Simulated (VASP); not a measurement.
A run of VASP 6.6.1:

INCAR

```
SYSTEM = ZnS
  PREC = Accurate
  ENCUT = 600
  EDIFF = 1E-6
  ISMEAR = -1
  SIGMA = 0.05
  LREAL = .FALSE.
  LASPH = .TRUE.
  NELM = 60
  ALGO = Normal
  ISIF = 3
  LWAVE = .FALSE.
  LCHARG = .FALSE.
  GGA = PE
  IBRION = 2
  NSW = 60
  EDIFFG = -0.005
```

Contents of KPOINTS:

```
Automatic mesh
0
G
  8 8 5
  0 0 0
```

The input POSCAR:

```
ZnS
1.0
    3.8110000000      0.0000000000      0.0000000000
   -1.9055000000      3.3004228138      0.0000000000
    0.0000000000      0.0000000000      6.2340000000
Zn S
2 2
Direct
    0.6666666667      0.3333333333      0.5000000000
    0.3333333333      0.6666666667      0.0000000000
    0.6666666667      0.3333333333      0.8850000000
    0.3333333333      0.6666666667      0.3850000000
```

Potentials or basis: VASP PAW PBE potentials, release 64 (Zn, S).

Command:

```console
$ cat potpaw_PBE.64/Zn/POTCAR potpaw_PBE.64/S/POTCAR > POTCAR
$ mpirun -np 1 vasp_std > vasp.out
```

Hardware: 1 thread of AMD EPYC 9R45 (Zen 5) (shared host).

Task: Estimate the wall time of this run.

Result: Run time: 3.9 min on 1 thread of AMD EPYC 9R45 (Zen 5) (shared host), peak memory 0.2 GiB. Counts: scf iterations 100, k points 30, ion steps 15.
